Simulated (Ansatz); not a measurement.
# Co (P-3m1) in Ansatz: further runs

The runs below take Co through single point, with PBE.

Everything below comes from runs of Ansatz 0.2.0. Logs are shortened: lines on timing, memory, paths and dates and some standing lists are left out, and cuts for length are marked.

### Step 1. The crystal as given

The structure is trigonal, space group P-3m1 (No. 164). Conventional cell: a = 2.487 Å, b = 2.487 Å, c = 4.063 Å, α = 90.00°, β = 90.00°, γ = 120.00°. Around Co (site symmetry 3m) lie 12 Co at 2.42 to 2.55 Å.

### Step 2. Single point, PBE, collinear spin, ferromagnetic start, 10.23 Å³/atom (volume scaled by 0.94)

Input file input.yaml:

```yaml
crystal:
  lattice:
    - [2.4365880777, 0.0, 0.0]
    - [-1.2182940388, 2.1101471738, 0.0]
    - [0.0, 0.0, 3.9803419532]
  atoms:
    - { symbol: Co, position: [0.3333333333, 0.6666666667, 0.740139], spin: 2.0 }
    - { symbol: Co, position: [0.6666666667, 0.3333333333, 0.259861], spin: 2.0 }
kpoints:
  mp_grid: { grid: [12, 12, 7] }
scf:
  occupations: { method: fermi_dirac, width: 0.05 }
hamiltonian:
  xc: pbe
  pseudopotentials: { kind: all_electron, lapw: { basis_error: 0.0005 } }
magnetization:
  spin_polarized: true
output:
  forces: true
  stress: true
  eigenvalues: true
```

Potentials or basis: all-electron LAPW, scalar-relativistic.

Started as:

```console
$ ansatz run input.yaml --threads 2 --pin off --max-ram 6144MiB --backend cpu --events-out ev --progress --plain --runs-dir out
```

What it wrote:

```text
Warning: RAYON_NUM_THREADS=2 ignored (pool sized by the plan → 2); use --threads N
LAPW: plane waves up to 9.861 Å⁻¹, error target 5.0e-4 eV per atom; small_component_spin mean_spin; Co in spheres of 1.187 Å, 17 of its electrons in bands, Dirac shells [] (how accurate: hamiltonian.pseudopotentials.lapw.basis_error, Limitations)
Engine: ansatz 0.2.0, aarch64-unknown-linux-gnu
Pseudopotentials: kind: all_electron
Pseudopotential: Co, LAPW, valence charge 17, lapw/all_electron/scalar/gaussian/Co, Koelling and Harmon's equation, gaussian nucleus
Functional definition: PBE
  parameter kappa = 0.804
  parameter beta = 0.06672455060314922
  exchange = pbe_x(kappa = kappa, mu = beta*pi^2/3)
  correlation = pbe_c(beta = beta)
Crystal: 2 atoms, lattice volume = 20.465 Å³
Basis set: ecut = 370.49136302852355 eV, 313 PW (Γ), exchange–correlation at level 2
Bands: 23, of which v1, the nominal top of the filled ones, is band 17 counted from 1 (16 counted from 0)
Symmetry: 12 space group operations
Space group: P-3m1 (ITA 164), of the structure as read, at distance tolerance 2.7e-5 Å
Magnetic group: BNS 164.85 (UNI 1315), of the structure as read, at distance tolerance 2.7e-5 Å
k-points: 112 of 1008
Non-local potential: Co, projectors of the file, none
Initial density: superposition of atomic densities (chi_scale 0.1, normalization cell)
Starting moments: Σ|m| = 4 μB on 2 of 2 sites
Initial wavefunctions: plane waves of lowest kinetic energy (no species holds an atomic orbital)
Functional: x = pbe(κ = 0.804, μ = 0.2195149727645171), c = pbe(β = 0.06672455060314922)
iter 1 solved again at ethr=2.07e-4 eV; its pass at ethr=1.00e-1 eV (dr2=7.04e-2 eV) is discarded
SCF iter   1: F=—  HF=-75834.951912 eV  |F-HF|=—  |Δ(HF+E_count)|=         —  Δρ=2.16e-2 (↑2.11e-2 ↓2.16e-2)  dr2=7.04e-2  dr2_m=7.59e-2  M=3.189 μB ∫|m|=3.303 μB  β_m=0.30  ethr=2.07e-4  ⟨swp⟩=2.9  Hψ=37587  notcnv=0
Mixer restart at iter 1: flushing history
preconditioner: auto → none  [metal: Δε(μ)=0.004 eV  Ē_g=10.113 eV  σ=0.050 eV  W_gap=0.02  n_scr=2 (ndim 8)  ℏωp=34.8 eV  f_vac=0.000  D(μ)=1.91/eV (n_scr^D=22)  sad-step TF]
SCF iter   2: F=—  HF=-75835.012148 eV  |F-HF|=—  |Δ(HF+E_count)|=   6.02e-2  Δρ=1.57e-2 (↑1.48e-2 ↓1.57e-2)  dr2=4.64e-2  dr2_m=3.88e-2  M=3.175 μB ∫|m|=3.326 μB  β_m=0.47  ethr=2.07e-4  ⟨swp⟩=2.0  Hψ=14739  notcnv=0
SCF iter   3: F=—  HF=-75835.067024 eV  |F-HF|=—  |Δ(HF+E_count)|=   5.49e-2  Δρ=6.21e-3 (↑6.09e-3 ↓6.21e-3)  dr2=5.22e-3  dr2_m=5.83e-3  M=3.130 μB ∫|m|=3.357 μB  β_m=0.44  ethr=1.36e-4  ⟨swp⟩=2.9  Hψ=15967  notcnv=0
iter 4 solved again at ethr=1.40e-6 eV; its pass at ethr=1.53e-5 eV (dr2=4.77e-4 eV) is discarded
SCF iter   4: F=—  HF=-75835.077994 eV  |F-HF|=—  |Δ(HF+E_count)|=   1.10e-2  Δρ=2.26e-3 (↑1.75e-3 ↓2.26e-3)  dr2=4.79e-4  dr2_m=6.40e-4  M=3.127 μB ∫|m|=3.387 μB  β_m=0.56  ethr=1.40e-6  ⟨swp⟩=2.0  Hψ=25301  notcnv=0
SCF iter   5: F=—  HF=-75835.080743 eV  |F-HF|=—  |Δ(HF+E_count)|=         —  Δρ=1.06e-3 (↑8.00e-4 ↓1.06e-3)  dr2=1.04e-4  dr2_m=1.45e-4  M=3.127 μB ∫|m|=3.404 μB  β_m=0.78  ethr=1.40e-6  ⟨swp⟩=3.0  Hψ=15037  notcnv=0
the basis was enlarged: its passes take 940.5 KiB over the memory plan, 2 of 2 planned eigensolver slots
SCF iter   6: F=—  HF=-75835.081862 eV  |F-HF|=—  |Δ(HF+E_count)|=   1.12e-3  Δρ=1.38e-4 (↑1.35e-4 ↓1.38e-4)  dr2=2.53e-5  dr2_m=1.52e-6  M=3.133 μB ∫|m|=3.431 μB  β_m=0.89  ethr=3.07e-7  ⟨swp⟩=3.0  Hψ=16225  notcnv=0
SCF iter   7: F=—  HF=-75835.081866 eV  |F-HF|=—  |Δ(HF+E_count)|=   4.25e-6  Δρ=1.33e-5 (↑9.32e-6 ↓1.33e-5)  dr2=1.75e-7  dr2_m=8.27e-9  M=3.133 μB ∫|m|=3.433 μB  β_m=0.87  ethr=7.43e-8  ⟨swp⟩=2.4  Hψ=14375  notcnv=0
SCF iter   8: F=—  HF=-75835.081866 eV  |F-HF|=—  |Δ(HF+E_count)|=   3.88e-8  Δρ=1.59e-6 (↑1.35e-6 ↓1.59e-6)  dr2=6.09e-10  dr2_m=2.31e-10  M=3.133 μB ∫|m|=3.433 μB  β_m=0.88  ethr=5.16e-10  ⟨swp⟩=3.0  Hψ=15467  notcnv=0
SCF iter   9: F=-75835.081866 eV  HF=-75835.081866 eV  |F-HF|=7.28e-11  |Δ(HF+E_count)|=  3.20e-10  Δρ=3.35e-7 (↑1.96e-7 ↓3.35e-7)  dr2=1.18e-11  dr2_m=1.01e-11  M=3.133 μB ∫|m|=3.433 μB  ethr=1.79e-12  ⟨swp⟩=3.0  Hψ=15543  notcnv=0
SCF 1 converged in 9 iterations: F = -75835.081866 eV  dr2 = 1.18e-11
SCF converged after 9 iterations
Magnetization: 3.1332 μB (18.5666 up, 15.4334 down)
Absolute magnetization: 3.4333 μB (∫|ρ↑−ρ↓|)
Spin contamination: 0.0486 ħ² per cell (⟨S²⟩ above its minimum at these occupations)
Per-site moments (μB) at R_I (Å): [(1.6243632886558341, 1.1867467870194712), (1.6243632886558341, 1.1867467870194712)]
Free energy (F): -75835.081866 eV
Harris-Foulkes:  -75835.081866 eV  (|F-HF|=7.28e-11)
Internal energy: -75835.066307 eV  (E = F + TS)
E sigma→0 (E₀):  -75835.074086 eV
Entropy (-TS):   -0.015559 eV (-7.780 meV/atom)
Fermi energy:    20.482471 eV
--- Per-component energies (eV) ---
  E_band       = -430.679700
  E_kinetic    = 76969.089667
  E_xc         = -3250.922494
  E_electrostatic = -149553.233480  (all electrons and nuclei)
  E_smearing   = -0.015559  (= −TS)
  E_closure    = 0.000000  (closes the sum)
  E_atoms      = -75818.578525  (free atoms, spherical and without spin; not in F)
  Σ components = -75835.081866   (vs F -75835.081866, Δ=0.00e0)
  Basis errors (estimates in eV, not in F): energy 1.3e-4 per atom: plane waves 1.1e-4 (5.5e-5 summed), levels above the bands 2.0e-91, relativity 6.9e-9, radial functions 2.0e-5, core shells 3.8e-9; eigenvalues (radial functions only) 5.5e-7; not estimated: angular momenta, meshes, grids; target (lapw.basis_error) 5.0e-4; muffin-tin radii Co 1.187 Å
--- Forces (eV/Å), atoms counted from 1 ---
  atom   1  Co     0.00000000     0.00000000     0.72319163
  atom   2  Co    -0.00000000    -0.00000000    -0.72319163
  max |Σ_I F_I| component: 1.11e-16 eV/Å
--- Stress (GPa, compression-positive) ---
       16.634725       0.000000       0.000000
        0.000000      16.634725       0.000000
        0.000000       0.000000      13.425894
  P = ⅓ Tr σ = 15.5651 GPa (155.651 kbar)
--- Band table (eV; the first three rows and the last of 224) ---
  k-point 0 ↑: bands = ["-75.6334", "-75.5591", "-39.0708", "-38.7140", "-38.7140", "-38.6663", "-38.6557", "-38.6557", "11.0994", "14.9684", "17.7037", "17.7657", "17.7657", "18.0945", "18.0945", "18.5554", "18.5554", "19.7355", "19.7355", "20.1772", "27.1156", "42.8217", "45.8989"]
  k-point 1 ↑: bands = ["-75.6302", "-75.5624", "-39.0523", "-38.7114", "-38.7114", "-38.6855", "-38.6582", "-38.6582", "11.3110", "14.9227", "17.6415", "17.7166", "17.7166", "18.0425", "18.0425", "18.6759", "18.6759", "19.4358", "19.7232", "19.7232", "28.2734", "42.6921", "44.5553"]
  k-point 2 ↑: bands = ["-75.6214", "-75.5713", "-39.0010", "-38.7380", "-38.7046", "-38.7046", "-38.6651", "-38.6651", "11.9243", "14.6601", "17.4616", "17.6560", "17.6560", "17.9112", "17.9112", "18.2237", "18.9420", "18.9420", "19.6646", "19.6646", "30.8598", "40.9434", "43.1936"]
  k-point 111 ↓: bands = ["-73.5287", "-73.5287", "-37.0351", "-37.0351", "-36.9751", "-36.9251", "-36.7692", "-36.7692", "17.3938", "17.6457", "17.6457", "17.7821", "18.5816", "18.5816", "19.9830", "20.4962", "21.6072", "21.6072", "27.1558", "27.1558", "28.2704", "29.5671", "31.3985"]
```

Run time: 27 s. Hardware: 2 threads of Arm Neoverse V2, shared host; peak memory 0.65 GiB.

Results:

| Property | Result |
| --- | --- |
| Free energy | -75835.0819 eV |
| Pressure | 15.6 GPa |
| Largest force | 0.723 eV/Å |
| Band gap on the k mesh | none (metal or under the smearing width) |
| Net moment | 3.13 μB per cell |
| Absolute moment | 3.43 μB per cell |
| Site moments | Co +1.62 μB |

### Step 3. Single point, PBE, collinear spin, ferromagnetic start, 10.45 Å³/atom (volume scaled by 0.96)

input.yaml, as its differences from that of step 2:

```diff
@@ -2,5 +2,5 @@
   lattice:
-    - [2.4365880777, 0.0, 0.0]
-    - [-1.2182940388, 2.1101471738, 0.0]
-    - [0.0, 0.0, 3.9803419532]
+    - [2.453747714, 0.0, 0.0]
+    - [-1.226873857, 2.1250078548, 0.0]
+    - [0.0, 0.0, 4.0083734539]
   atoms:
```

Potentials or basis: all-electron LAPW, scalar-relativistic.

Started as:

```console
$ ansatz run input.yaml --threads 2 --pin off --max-ram 6144MiB --backend cpu --events-out ev --progress --plain --runs-dir out
```

It took 27 s on 2 threads of Arm Neoverse V2, shared host; peak memory 0.66 GiB.

The run converged. Its results:

```yaml
Free_energy: -75835.1166 eV
Pressure: 10.1 GPa
Largest_force: 0.637 eV/Å
Band_gap_on_the_k_mesh: none (metal or under the smearing width)
Net_moment: 3.19 μB per cell
Absolute_moment: 3.50 μB per cell
Site_moments: Co +1.65 μB
```

### Step 4. Single point, PBE, collinear spin, ferromagnetic start, 10.67 Å³/atom (volume scaled by 0.98)

input.yaml, as its differences from that of step 3:

```diff
@@ -2,5 +2,5 @@
   lattice:
-    - [2.453747714, 0.0, 0.0]
-    - [-1.226873857, 2.1250078548, 0.0]
-    - [0.0, 0.0, 4.0083734539]
+    - [2.4706706468, 0.0, 0.0]
+    - [-1.2353353234, 2.1396635445, 0.0]
+    - [0.0, 0.0, 4.0360182824]
   atoms:
```

Started as:

```console
$ ansatz run input.yaml --threads 2 --pin off --max-ram 6144MiB --backend cpu --events-out ev --progress --plain --runs-dir out
```

It took 27 s on 2 threads of Arm Neoverse V2, shared host; peak memory 0.65 GiB.

Results (log left out):

```yaml
Free_energy: -75835.1372 eV
Pressure: 5.1 GPa
Largest_force: 0.559 eV/Å
Band_gap_on_the_k_mesh: none (metal or under the smearing width)
Net_moment: 3.24 μB per cell
Absolute_moment: 3.56 μB per cell
Site_moments: Co +1.68 μB
```

### Step 5. Single point, PBE, collinear spin, ferromagnetic start, 10.89 Å³/atom

input.yaml, as its differences from that of step 4:

```diff
@@ -2,5 +2,5 @@
   lattice:
-    - [2.4706706468, 0.0, 0.0]
-    - [-1.2353353234, 2.1396635445, 0.0]
-    - [0.0, 0.0, 4.0360182824]
+    - [2.4873648738, 0.0, 0.0]
+    - [-1.2436824369, 2.1541211692, 0.0]
+    - [0.0, 0.0, 4.0632895034]
   atoms:
```

Started as:

```console
$ ansatz run input.yaml --threads 2 --pin off --max-ram 6144MiB --backend cpu --events-out ev --progress --plain --runs-dir out
```

It took 26 s on 2 threads of Arm Neoverse V2, shared host; peak memory 0.65 GiB.

It converged, with:

```yaml
Free_energy: -75835.1451 eV
Pressure: 0.7 GPa
Largest_force: 0.489 eV/Å
Band_gap_on_the_k_mesh: none (metal or under the smearing width)
Net_moment: 3.27 μB per cell
Absolute_moment: 3.61 μB per cell
Site_moments: Co +1.70 μB
```

### Step 6. Single point, PBE, collinear spin, ferromagnetic start, 11.10 Å³/atom (volume scaled by 1.02)

input.yaml, as its differences from that of step 5:

```diff
@@ -2,5 +2,5 @@
   lattice:
-    - [2.4873648738, 0.0, 0.0]
-    - [-1.2436824369, 2.1541211692, 0.0]
-    - [0.0, 0.0, 4.0632895034]
+    - [2.5038379689, 0.0, 0.0]
+    - [-1.2519189845, 2.1683872881, 0.0]
+    - [0.0, 0.0, 4.0901994896]
   atoms:
```

Potentials or basis: all-electron LAPW, scalar-relativistic.

Started as:

```console
$ ansatz run input.yaml --threads 2 --pin off --max-ram 6144MiB --backend cpu --events-out ev --progress --plain --runs-dir out
```

It took 26 s on 2 threads of Arm Neoverse V2, shared host; peak memory 0.65 GiB.

The run converged. Its results:

* Free energy: -75835.1414 eV
* Pressure: -3.3 GPa
* Largest force: 0.425 eV/Å
* Band gap on the k mesh: none (metal or under the smearing width)
* Net moment: 3.31 μB per cell
* Absolute moment: 3.65 μB per cell
* Site moments: Co +1.72 μB

### Step 7. Single point, PBE, collinear spin, ferromagnetic start, 11.32 Å³/atom (volume scaled by 1.04)

input.yaml, as its differences from that of step 6:

```diff
@@ -2,5 +2,5 @@
   lattice:
-    - [2.5038379689, 0.0, 0.0]
-    - [-1.2519189845, 2.1683872881, 0.0]
-    - [0.0, 0.0, 4.0901994896]
+    - [2.5200971126, 0.0, 0.0]
+    - [-1.2600485563, 2.1824681195, 0.0]
+    - [0.0, 0.0, 4.1167599708]
   atoms:
```

Started as:

```console
$ ansatz run input.yaml --threads 2 --pin off --max-ram 6144MiB --backend cpu --events-out ev --progress --plain --runs-dir out
```

Wall time 26 s (2 threads of Arm Neoverse V2, shared host); peak memory 0.65 GiB.

Results (log left out):

- Free energy: -75835.1274 eV
- Pressure: -6.9 GPa
- Largest force: 0.367 eV/Å
- Band gap on the k mesh: none (metal or under the smearing width)
- Net moment: 3.34 μB per cell
- Absolute moment: 3.69 μB per cell
- Site moments: Co +1.73 μB

### Step 8. Single point, PBE, collinear spin, ferromagnetic start, 11.54 Å³/atom (volume scaled by 1.06)

input.yaml, as its differences from that of step 7:

```diff
@@ -2,5 +2,5 @@
   lattice:
-    - [2.5200971126, 0.0, 0.0]
-    - [-1.2600485563, 2.1824681195, 0.0]
-    - [0.0, 0.0, 4.1167599708]
+    - [2.5361491194, 0.0, 0.0]
+    - [-1.2680745597, 2.1963695652, 0.0]
+    - [0.0, 0.0, 4.1429820789]
   atoms:
```

Started as:

```console
$ ansatz run input.yaml --threads 2 --pin off --max-ram 6144MiB --backend cpu --events-out ev --progress --plain --runs-dir out
```

Wall time 26 s (2 threads of Arm Neoverse V2, shared host); peak memory 0.65 GiB.

The run converged. Its results:

| Item | Value |
| --- | --- |
| Free energy | -75835.1040 eV |
| Pressure | -10.2 GPa |
| Largest force | 0.314 eV/Å |
| Band gap on the k mesh | none (metal or under the smearing width) |
| Net moment | 3.36 μB per cell |
| Absolute moment | 3.72 μB per cell |
| Site moments | Co +1.75 μB |

### Step 9. The reference run

An earlier run on the cell as given: functional PBE; potentials or basis all-electron LAPW, scalar-relativistic; cutoff 328 eV (chosen from the basis error); basis error allowed 0.001 eV/atom; k mesh 12 × 12 × 7; occupations fermi-dirac, width 0.05 eV; collinear spin, ferromagnetic start; starting moments [2.0, 2.0] μB.

* Pressure: 0.7 GPa
* Largest force: 0.490 eV/Å
* Band gap on the k mesh: none (metal or under the smearing width)
* Net moment: 3.27 μB per cell
* Absolute moment: 3.61 μB per cell
* Site moments: Co +1.70 μB
